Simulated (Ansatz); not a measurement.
Computed with Ansatz on PBE0-D4/def2-TZVP structures; ΔE is electronic, products minus reactants. CBS: MP2 limit from def2 TZ/QZ plus the TZ coupled-cluster correction, frozen cores. DFT in def2-TZVPP. For Ga outer-core shells are correlated without core-valence functions, which leaves a few kJ/mol of doubt a bond. Scalar relativity is left out up to krypton. Each species was taken in one conformer, which may not be the lowest.

Consider the formal exchange of groups at the Si–Ga bond: `N[SiH](N)[Ga]([F])[Cl]` + `CC(C)(C)O` → `N[SiH](N)O` + `C[C](C)(C)[Ga]([F])[Cl]`.

`N[SiH](N)[Ga]([F])[Cl]`:

```xyz
11

N    -0.488   -0.098   -1.569
Si    0.162   -0.613   -0.083
N     1.860   -0.448   -0.089
Ga   -1.098    0.795    1.429
F    -0.867    1.003    3.158
Cl   -2.709    2.058    0.726
H    -0.214   -0.494   -2.454
H    -1.336    0.440   -1.625
H    -0.057   -2.030    0.321
H     2.310    0.427   -0.301
H     2.436   -1.042    0.486
```

`CC(C)(C)O`:

Cartesian coordinates in Å:
```
C -0.754 1.222 -0.118
C -0.163 -0.171 0.056
C 0.214 -0.766 -1.288
C 1.042 -0.132 0.986
O -1.153 -1.049 0.589
H -1.636 1.180 -0.759
H -1.051 1.640 0.849
H -0.030 1.907 -0.567
H -0.664 -0.820 -1.935
H 0.604 -1.777 -1.155
H 0.975 -0.159 -1.781
H 1.836 0.501 0.580
H 1.439 -1.139 1.131
H 0.763 0.272 1.964
H -1.424 -0.707 1.446
```

`N[SiH](N)O`:

```xyz
10

N    -0.899    1.137    0.149
Si    0.476    0.138   -0.063
N     0.136   -1.266    0.844
O     0.717    0.010   -1.689
H    -1.004    1.970   -0.406
H    -1.287    1.261    1.071
H     1.795    0.623    0.411
H    -0.758   -1.726    0.789
H     0.870   -1.902    1.106
H    -0.045   -0.245   -2.212
```

`C[C](C)(C)[Ga]([F])[Cl]`:

Z-matrix (Å, degrees):
```
C
C 1 1.526
H 1 1.093 2 112.3
H 1 1.098 2 109.3 3 -118.8
H 1 1.093 2 112.2 3 122.0
C 2 1.522 1 110.7 3 56.5
C 2 1.527 1 109.8 3 178.7
Ga 2 1.979 1 108.1 3 -64.1
H 6 1.097 2 109.5 1 61.2
H 6 1.093 2 112.2 1 -58.1
H 6 1.093 2 112.2 1 -179.4
H 7 1.094 2 112.3 1 -179.2
H 7 1.098 2 109.3 1 -60.4
H 7 1.093 2 112.2 1 58.6
F 8 1.756 2 120.6 1 -53.2
Cl 8 2.140 2 127.3 1 127.5
```

| level | ΔE (kcal/mol) |
| --- | --- |
| CAM-B3LYP-D4 | -31.1 |
| ωB97M-V | -31.7 |
| CCSD/def2-SVP | -28.5 |
| SCS-MP2/def2-QZVPP | -35.8 |

(1) What does CCSD(T)/CBS give? (An estimate is asked.)

Largest T1 diagnostic among the species: 0.013.

Answers

(1) Computed: -34.0 kcal/mol. The listed levels differ from it by 2.9, 2.3, 5.5, -1.8 kcal/mol.

From r2SCAN to r2SCAN0 (25 % exact exchange), in def2-TZVPP and without D4, ΔE moves by −0.9 kcal/mol. Leaving LDA and LC-ωPBE aside and taking each functional with its dispersion term where it has one, the values, not all of them listed here, spread over 5.3 kcal/mol, from PBE-QIDH to PBE-D4.

CCSD(T)/CBS has its own doubt, a few kJ/mol and more with outer-core shells, so smaller differences from it don't rank the levels.
